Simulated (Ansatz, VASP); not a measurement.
Te2Pb: VASP beside Ansatz

INCAR

```
  ALGO = Normal
  EDIFF = 1E-6
  ENCUT = 520
  GGA = PS
  ISIF = 2
  ISMEAR = 0
  LASPH = True
  LCHARG = True
  LELF = True
  LREAL = False
  LVHAR = True
  LWAVE = False
  NBANDS = 20
  NELM = 60
  PREC = Accurate
  SIGMA = 0.05
```

File KPOINTS:

```
k-points
0
Gamma
  8 8 8
```

Contents of POSCAR:

```
Te2Pb
1.0
    0.0000000000      3.7814882559      3.7814882559
    3.7814882559      0.0000000000      3.7814882559
    3.7814882559      3.7814882559      0.0000000000
Pb Te
1 2
Direct
    0.0000000000      0.0000000000      0.0000000000
    0.2500000000      0.2500000000      0.2500000000
    0.7500000000      0.7500000000      0.7500000000
```

Input for Ansatz:

```yaml
crystal:
  lattice:
    - [0.0, 3.7814882559, 3.7814882559]
    - [3.7814882559, 0.0, 3.7814882559]
    - [3.7814882559, 3.7814882559, 0.0]
  atoms:
    - { symbol: Pb, position: [0.0, 0.0, 0.0] }
    - { symbol: Te, position: [0.25, 0.25, 0.25] }
    - { symbol: Te, position: [0.75, 0.75, 0.75] }
basis:
  ecutwfc: 420
  ecutrho_ratio: 4
kpoints:
  mp_grid: { grid: [8, 8, 8] }
hamiltonian:
  xc: pbesol
scf:
  occupations: { method: gaussian, width: 0.05 }
output:
  forces: true
  stress: true
  eigenvalues: true
```

Alike in both runs: task single point; functional PBEsol; k mesh 8 × 8 × 8; occupations gaussian, width 0.05 eV; no spin polarisation.

|  | VASP | Ansatz |
| --- | --- | --- |
| version | VASP 6.6.1 | Ansatz 0.2.0 |
| potentials or method | VASP PAW PBE potentials, release 64 (Pb_d, Te) | scalar-relativistic, plane waves, PAW |
| plane-wave cutoff (eV) | 520 | 420 |
| valence electrons in the cell | 26 | 46 |

|  | VASP | Ansatz | Ansatz less VASP |
| --- | --- | --- | --- |
| pressure (GPa) | -1.5 | -1.5 | +0.02 |

With one functional, cell and mesh, what is left measures potentials, basis and numerics. The two sets of potentials don't hold the same shells in valence.

Caveats: the PAW data sets were made with another functional, which shifts forces and pressure a little (VASP). Spin-orbit coupling is left out, which matters for the levels of Pb, Te.
